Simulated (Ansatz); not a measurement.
# A series in volume scale on Li

All results are calculated (Ansatz 0.2.0). Periodic Kohn-Sham DFT of a crystal at fixed atoms, scaled to volume_scale times the given cell; pressure positive in compression, energy less spherical unpolarised free atoms, largest_vzz the field gradient of largest size among the nuclei.

The cell before it is scaled or strained (space group Im-3m, No. 229):
```
Li
1.0
     -1.7500     1.7500     1.7500
      1.7500    -1.7500     1.7500
      1.7500     1.7500    -1.7500
Li
1
Direct
  0.00000 0.00000 0.00000
```

Settings of every row: method all-electron LAPW; functional PBE; relativity scalar; k mesh 15x15x15; filling fermi-dirac; smearing width 0.08 eV; basis error target 0.25 meV/atom; nucleus gaussian.

Atom start moment: 0 on all atoms.

```
row  volume scale  V (Å³/atom)  energy less free atoms (eV/atom)  pressure (GPa)
  1          0.94       20.151                           -1.9054           0.084
  2          0.95       20.366                                 ?               ?
  3          0.96        20.58                           -1.9052          -0.203
  4          0.98       21.009                           -1.9043          -0.465
  5          0.99       21.223                           -1.9036          -0.588
  6             1       21.438                           -1.9027          -0.705
  7          1.01       21.652                           -1.9017          -0.816
  8          1.02       21.866                           -1.9006          -0.923
  9          1.04       22.295                           -1.8978          -1.123
 10          1.05       22.509                           -1.8962          -1.217
 11          1.06       22.724                           -1.8945          -1.306
```

Question: what energy less free atoms and pressure should row 2 give?

Worked fit of energy less free atoms. Take u = (V_r/V)^(2/3) − 1 with V_r = 21.545 Å³ an atom, which is twice the finite (Eulerian) strain; such expansions in the strain, on which the Birch-Murnaghan equation of state is built, carry the rest volume and the bulk modulus. The shown rows have u = 0.0456, 0.03102, 0.01694, 0.01009, 0.00332, -0.0033, -0.00981, -0.02255, -0.02876, -0.0349. Least squares give energy less free atoms = −1.90223 − 0.155 × u + 1.889 × u² eV/atom; a straight line predicts inner rows, each left out in turn, worse (root mean square 0.00099 against 3.7e-05 eV/atom). The rows lie off it by 0.0000, 0.0000, 0.0000, 0.0000, 0.0000, 0.0000, -0.0001, 0.0000, 0.0000, 0.0000. Its lowest point lies at u = 0.0410, or V = 20.28 Å³ an atom, and the curvature there gives the bulk modulus at fixed shape and fractions, B = (4/9)(1 + u)² E″(u)/V = 14.4 GPa. The withheld row has u = 0.03823, so the fit gives −1.90223 − 0.155 × (0.03823) + 1.889 × (0.03823)² = -1.9054 eV/atom.

The calculation gave -1.9054 eV/atom. The fit meets it to the printed digit.

Worked fit of pressure. Take u = (V_r/V)^(2/3) − 1 with V_r = 21.545 Å³ an atom, which is twice the finite (Eulerian) strain; such expansions in the strain, on which the Birch-Murnaghan equation of state is built, carry the rest volume and the bulk modulus. The shown rows have u = 0.0456, 0.03102, 0.01694, 0.01009, 0.00332, -0.0033, -0.00981, -0.02255, -0.02876, -0.0349. Least squares give pressure = −0.7613 + 16.875 × u + 36.35 × u² GPa; a straight line predicts inner rows, each left out in turn, worse (root mean square 0.019 against 0.00051 GPa). The rows lie off it by 0.000, 0.000, 0.000, -0.001, 0.000, 0.001, 0.000, 0.000, 0.000, 0.000. The pressure vanishes at u = 0.0414, or V = 20.27 Å³ an atom, and there the bulk modulus at fixed shape and fractions is B = −V dP/dV = (2/3)(1 + u) dP/du = 13.8 GPa. The withheld row has u = 0.03823, so the fit gives −0.7613 + 16.875 × (0.03823) + 36.35 × (0.03823)² = -0.063 GPa.

The calculation gave -0.063 GPa. The fit meets it to the printed digit.
